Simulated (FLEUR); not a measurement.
Here is a FLEUR MaX-R8.1 (later development tree) calculation.

The input inp.xml:

```xml
<?xml version="1.0" encoding="UTF-8" standalone="no"?>
<fleurInput fleurInputVersion="0.39">
   <comment>
      TiO2                                                                                                
   </comment>
   <calculationSetup>
      <cutoffs Kmax="5.1" Gmax="15.8" GmaxXC="15.8" numbands="0"/>
      <scfLoop itmax="60" minDistance="0.00001" maxIterBroyd="15" imix="Anderson" alpha="0.05" precondParam="0.0" spinf="2.0" sdNocoIR="T"/>
      <coreElectrons ctail="T" frcor="F" kcrel="0" coretail_lmax="0"/>
      <xcFunctional name="vwn" relativisticCorrections="F"/>
      <magnetism jspins="1"/>
      <soc l_soc="F" theta="0.0" phi="0.0" spav="F"/>
      <expertModes spex="0" secvar="F"/>
      <geometryOptimization l_f="F" forcealpha="1.0" forcemix="BFGS" epsdisp="0.00001" epsforce="0.00001"/>
      <ldaU l_linMix="F" mixParam="0.05" spinf="1.0"/>
   </calculationSetup>
   <cell>
      <bzIntegration valenceElectrons="48.0" mode="hist" fermiSmearingEnergy="0.00183747">
         <kPointListSelection listName="default-1"/>
         <!-- k-points included here -->
         <xi:include xmlns:xi="http://www.w3.org/2001/XInclude" href="kpts.xml"> </xi:include>
      </bzIntegration>
      <!-- symmetry operations included here -->
      <xi:include xmlns:xi="http://www.w3.org/2001/XInclude" href="sym.xml"> </xi:include>
      <bulkLattice scale="1.0">
         <bravaisMatrix>
            <row-1>   -3.5755508003556598     3.5755508003556598     8.9899940925595789</row-1>
            <row-2>    3.5755508003556598    -3.5755508003556598     8.9899940925595789</row-2>
            <row-3>    3.5755508003556598     3.5755508003556598    -8.9899940925595789</row-3>
         </bravaisMatrix>
      </bulkLattice>
   </cell>
   <atomSpecies>
      <species name="Titanium (Ti)" element="Ti" atomicNumber="22">
         <mtSphere radius="1.92" gridPoints="635" logIncrement="0.019"/>
         <atomicCutoffs lmax="8" lnonsphr="8"/>
         <electronConfig flipSpins="F">
            <coreConfig>(1s1/2) (2s1/2) (2p1/2) (2p3/2)</coreConfig>
            <valenceConfig>(3s1/2) (3p1/2) (3p3/2) (4s1/2) (3d3/2) (3d5/2)</valenceConfig>
            <stateOccupation state="(3d3/2)" spinUp="0.400000" spinDown="0.400000"/>
            <stateOccupation state="(3d5/2)" spinUp="0.600000" spinDown="0.600000"/>
         </electronConfig>
         <energyParameters s="4" p="4" d="3" f="4"/>
         <lo type="SCLO" l="0" n="3" eDeriv="0"/>
         <lo type="SCLO" l="1" n="3" eDeriv="0"/>
         <lo type="SCLO" l="1" n="3" eDeriv="1"/>
         <lo type="SCLO" l="2" n="3" eDeriv="2"/>
         <lo type="SCLO" l="3" n="4" eDeriv="2"/>
      </species>
      <species name="Oxygen (O)" element="O" atomicNumber="8">
         <mtSphere radius="1.47" gridPoints="487" logIncrement="0.022"/>
         <atomicCutoffs lmax="8" lnonsphr="8"/>
         <electronConfig flipSpins="F">
            <coreConfig>(1s1/2)</coreConfig>
            <valenceConfig>(2s1/2) (2p1/2) (2p3/2)</valenceConfig>
            <stateOccupation state="(2p1/2)" spinUp="0.666667" spinDown="0.666667"/>
            <stateOccupation state="(2p3/2)" spinUp="1.333333" spinDown="1.333333"/>
         </electronConfig>
         <energyParameters s="2" p="2" d="3" f="4"/>
         <lo type="SCLO" l="0" n="2" eDeriv="2"/>
         <lo type="SCLO" l="1" n="2" eDeriv="2"/>
         <lo type="SCLO" l="2" n="3" eDeriv="2"/>
      </species>
   </atomSpecies>
   <atomGroups>
      <atomGroup species="Titanium (Ti)">
         <relPos label="                   1">-1.000/8.000 1.000/8.000 1.000/4.000</relPos>
         <relPos label="                   2">1.000/8.000 -1.000/8.000 -1.000/4.000</relPos>
         <force calculate="T" relaxXYZ="TTT"/>
      </atomGroup>
      <atomGroup species="Oxygen (O)">
         <relPos label="                   3">-.0831000000 -.3331000000 -1.000/4.000</relPos>
         <relPos label="                   4">-.3331000000 -.0831000000 1.000/4.000</relPos>
         <relPos label="                   5">.0831000000 .3331000000 1.000/4.000</relPos>
         <relPos label="                   6">.3331000000 .0831000000 -1.000/4.000</relPos>
         <force calculate="T" relaxXYZ="TTT"/>
      </atomGroup>
   </atomGroups>
   <output dos="F" band="F" slice="F">
      <checks vchk="F" cdinf="F"/>
      <bandDOS minEnergy="-.5*Htr" maxEnergy="0.5*Htr" sigma="0.015" storeEVData="T"/>
      <vacuumDOS vacdos="F" integ="F" star="F" nstars="0" locx1="0.0" locy1="0.0" locx2="0.0" locy2="0.0" nstm="0" tworkf="0.0"/>
      <unfoldingBand unfoldBand="F" supercellX="1" supercellY="1" supercellZ="1"/>
      <plotting iplot="0" polar="F">
         <plot TwoD="T" vec1="  1.0  0.0  0.0" vec2="  0.0  1.0  0.0" vec3="  0.0  0.0  1.0" zero="  0.0  0.0  0.0" file="plot"/>
      </plotting>
      <chargeDensitySlicing numkpt="0" minEigenval="0.0" maxEigenval="0.0" nnne="0" pallst="F"/>
      <specialOutput eonly="F"/>
      <moessbauerParams electricFieldGradient="T" isomerShift="T" coreHyperfine="T" valenceHyperfine="T"/>
      <magneticCircularDichroism mcd="F" energyLo="-10.0" energyUp="0.0"/>
   </output>
  <!-- We include the file relax.xml here to enable relaxations (see documentation) -->
  <xi:include xmlns:xi="http://www.w3.org/2001/XInclude" href="relax.xml"> <xi:fallback/> </xi:include>
</fleurInput>
```

File crystal.txt:

```
TiO2
&input cartesian=F /
-1.8921000000  1.8921000000  4.7573000000
1.8921000000  -1.8921000000  4.7573000000
1.8921000000  1.8921000000  -4.7573000000
1.8897261246
1.0 1.0 1.0

6
22 0.7500000000  0.2500000000  0.5000000000
22 0.0000000000  0.0000000000  0.0000000000
8 0.7919000000  0.7919000000  0.0000000000
8 0.5419000000  0.0419000000  0.5000000000
8 0.9581000000  0.4581000000  0.5000000000
8 0.2081000000  0.2081000000  0.0000000000

&kpt div1=10 div2=10 div3=10 gamma=T /
```

The input inp.xml (bands):

```
<?xml version="1.0" encoding="UTF-8" standalone="no"?>
<fleurInput fleurInputVersion="0.39">
   <comment>
      TiO2                                                                                                
   </comment>
   <calculationSetup>
      <cutoffs Kmax="5.1" Gmax="15.8" GmaxXC="15.8" numbands="0"/>
      <scfLoop itmax="60" minDistance="0.00001" maxIterBroyd="15" imix="Anderson" alpha="0.05" precondParam="0.0" spinf="2.0" sdNocoIR="T"/>
      <coreElectrons ctail="T" frcor="F" kcrel="0" coretail_lmax="0"/>
      <xcFunctional name="vwn" relativisticCorrections="F"/>
      <magnetism jspins="1"/>
      <soc l_soc="F" theta="0.0" phi="0.0" spav="F"/>
      <expertModes spex="0" secvar="F"/>
      <geometryOptimization l_f="F" forcealpha="1.0" forcemix="BFGS" epsdisp="0.00001" epsforce="0.00001"/>
      <ldaU l_linMix="F" mixParam="0.05" spinf="1.0"/>
   </calculationSetup>
   <cell>
      <bzIntegration valenceElectrons="48.0" mode="hist" fermiSmearingEnergy="0.00183747">
         <kPointListSelection listName="path-1"/>
         <!-- k-points included here -->
         <xi:include xmlns:xi="http://www.w3.org/2001/XInclude" href="kpts.xml"> </xi:include>
      </bzIntegration>
      <!-- symmetry operations included here -->
      <xi:include xmlns:xi="http://www.w3.org/2001/XInclude" href="sym.xml"> </xi:include>
      <bulkLattice scale="1.0">
         <bravaisMatrix>
            <row-1>   -3.5755508003556598     3.5755508003556598     8.9899940925595789</row-1>
            <row-2>    3.5755508003556598    -3.5755508003556598     8.9899940925595789</row-2>
            <row-3>    3.5755508003556598     3.5755508003556598    -8.9899940925595789</row-3>
         </bravaisMatrix>
      </bulkLattice>
   </cell>
   <atomSpecies>
      <species name="Titanium (Ti)" element="Ti" atomicNumber="22">
         <mtSphere radius="1.92" gridPoints="635" logIncrement="0.019"/>
         <atomicCutoffs lmax="8" lnonsphr="8"/>
         <electronConfig flipSpins="F">
            <coreConfig>(1s1/2) (2s1/2) (2p1/2) (2p3/2)</coreConfig>
            <valenceConfig>(3s1/2) (3p1/2) (3p3/2) (4s1/2) (3d3/2) (3d5/2)</valenceConfig>
            <stateOccupation state="(3d3/2)" spinUp="0.400000" spinDown="0.400000"/>
            <stateOccupation state="(3d5/2)" spinUp="0.600000" spinDown="0.600000"/>
         </electronConfig>
         <energyParameters s="4" p="4" d="3" f="4"/>
         <lo type="SCLO" l="0" n="3" eDeriv="0"/>
         <lo type="SCLO" l="1" n="3" eDeriv="0"/>
         <lo type="SCLO" l="1" n="3" eDeriv="1"/>
         <lo type="SCLO" l="2" n="3" eDeriv="2"/>
         <lo type="SCLO" l="3" n="4" eDeriv="2"/>
      </species>
      <species name="Oxygen (O)" element="O" atomicNumber="8">
         <mtSphere radius="1.47" gridPoints="487" logIncrement="0.022"/>
         <atomicCutoffs lmax="8" lnonsphr="8"/>
         <electronConfig flipSpins="F">
            <coreConfig>(1s1/2)</coreConfig>
            <valenceConfig>(2s1/2) (2p1/2) (2p3/2)</valenceConfig>
            <stateOccupation state="(2p1/2)" spinUp="0.666667" spinDown="0.666667"/>
            <stateOccupation state="(2p3/2)" spinUp="1.333333" spinDown="1.333333"/>
         </electronConfig>
         <energyParameters s="2" p="2" d="3" f="4"/>
         <lo type="SCLO" l="0" n="2" eDeriv="2"/>
         <lo type="SCLO" l="1" n="2" eDeriv="2"/>
         <lo type="SCLO" l="2" n="3" eDeriv="2"/>
      </species>
   </atomSpecies>
   <atomGroups>
      <atomGroup species="Titanium (Ti)">
         <relPos label="                   1">-1.000/8.000 1.000/8.000 1.000/4.000</relPos>
         <relPos label="                   2">1.000/8.000 -1.000/8.000 -1.000/4.000</relPos>
         <force calculate="T" relaxXYZ="TTT"/>
      </atomGroup>
      <atomGroup species="Oxygen (O)">
         <relPos label="                   3">-.0831000000 -.3331000000 -1.000/4.000</relPos>
         <relPos label="                   4">-.3331000000 -.0831000000 1.000/4.000</relPos>
         <relPos label="                   5">.0831000000 .3331000000 1.000/4.000</relPos>
         <relPos label="                   6">.3331000000 .0831000000 -1.000/4.000</relPos>
         <force calculate="T" relaxXYZ="TTT"/>
      </atomGroup>
   </atomGroups>
   <output dos="F" band="T" slice="F">
      <checks vchk="F" cdinf="F"/>
      <bandDOS minEnergy="-.5*Htr" maxEnergy="0.5*Htr" sigma="0.015" storeEVData="T"/>
      <vacuumDOS vacdos="F" integ="F" star="F" nstars="0" locx1="0.0" locy1="0.0" locx2="0.0" locy2="0.0" nstm="0" tworkf="0.0"/>
      <unfoldingBand unfoldBand="F" supercellX="1" supercellY="1" supercellZ="1"/>
      <plotting iplot="0" polar="F">
         <plot TwoD="T" vec1="  1.0  0.0  0.0" vec2="  0.0  1.0  0.0" vec3="  0.0  0.0  1.0" zero="  0.0  0.0  0.0" file="plot"/>
      </plotting>
      <chargeDensitySlicing numkpt="0" minEigenval="0.0" maxEigenval="0.0" nnne="0" pallst="F"/>
      <specialOutput eonly="F"/>
      <moessbauerParams electricFieldGradient="T" isomerShift="T" coreHyperfine="T" valenceHyperfine="T"/>
      <magneticCircularDichroism mcd="F" energyLo="-10.0" energyUp="0.0"/>
   </output>
  <!-- We include the file relax.xml here to enable relaxations (see documentation) -->
  <xi:include xmlns:xi="http://www.w3.org/2001/XInclude" href="relax.xml"> <xi:fallback/> </xi:include>
</fleurInput>
```

Potentials or basis: all-electron, FLAPW.

Run with:

```sh
$ inpgen -f crystal.txt -profile fastHighL
$ # inp.xml edited to the form shown
$ mpirun -n 4 fleur_MPI -pe_per_kpt 1
$ mpirun -n 4 fleur_MPI -pe_per_kpt 1   # second run, on inp.xml (bands)
```

(1) What does it give for the band gap on the k mesh?

(2) Estimate the band gap along the path.

## Answers

(1) 2.02 eV, indirect (least direct gap 2.36 eV).

(2) 2.00 eV, indirect (least direct gap 2.36 eV).
